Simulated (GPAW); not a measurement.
The system is MoS2.

```xyz
3
Lattice="3.2275 0.0000 0.0000 -1.6137 2.7951 0.0000 0.0000 0.0000 6.3125" Properties=species:S:1:pos:R:3 pbc="T T T"
Mo    0.0000    0.0000    3.1562
S     1.6137    0.9317    4.7008
S     0.0000    1.8634    1.6117
```

Measurements of this composition are mostly on another form, of space group No. 194.

* Program: GPAW 26.7.0
* Task: relaxation of cell and atoms
* Functional: PBEsol
* Potentials or basis: PAW data sets generated in the run's folder for this functional
* Cutoff: 600 eV
* Basis: pw
* k mesh: 9 × 9 × 4
* Occupations: fermi-dirac, width 0.05 eV
* Spin: no spin polarisation

At the start: pressure -3.5 GPa; volume 18.98 Å³/atom.

Task: Where does the relaxation end?

Result: Over 14 steps the energy falls by 18.0 meV/atom and the volume is 17.29 Å³/atom (-8.9 %); space group P-3m1 (No. 164, to 0.05 Å).

The path:
| step | energy change (eV) | largest force (eV/Å) | pressure (GPa) | volume (Å³) |
| --- | --- | --- | --- | --- |
| 1 | 0.0000 | 0.0198 | -3.53 | 56.94 |
| 2 | -0.0084 | 0.0948 | -2.82 | 56.61 |
| 3 | -0.0344 | 0.4110 | 0.89 | 54.71 |
| 4 | -0.0404 | 0.3629 | 1.09 | 54.33 |
| 5 | -0.0499 | 0.0807 | 0.29 | 53.66 |
| 6 | -0.0502 | 0.0236 | -0.04 | 53.66 |
| 7 | -0.0502 | 0.0118 | -0.13 | 53.67 |
| 8 | -0.0504 | 0.0129 | -0.33 | 53.67 |
| 9 | -0.0507 | 0.0428 | -0.58 | 53.62 |
| 10 | -0.0514 | 0.0864 | -0.92 | 53.36 |
| 11 | -0.0524 | 0.1186 | -1.12 | 52.76 |
| 12 | -0.0532 | 0.0978 | -0.82 | 52.09 |
| 13 | -0.0537 | 0.0398 | -0.30 | 51.85 |
| 14 | -0.0539 | 0.0003 | 0.00 | 51.88 |

Final structure:
```xyz
3
Lattice="3.1483 0.0000 0.0000 -1.5741 2.7265 0.0000 0.0000 0.0000 6.0442" Properties=species:S:1:pos:R:3 pbc="T T T"
Mo    0.0000    0.0000    3.0221
S     1.5741    0.9088    4.6020
S     0.0000    1.8177    1.4422
```

Caveat: later steps reuse the first step's grids; this functional lacks dispersion, which binds the layers, so the pressure and a relaxed spacing across them are unreliable.
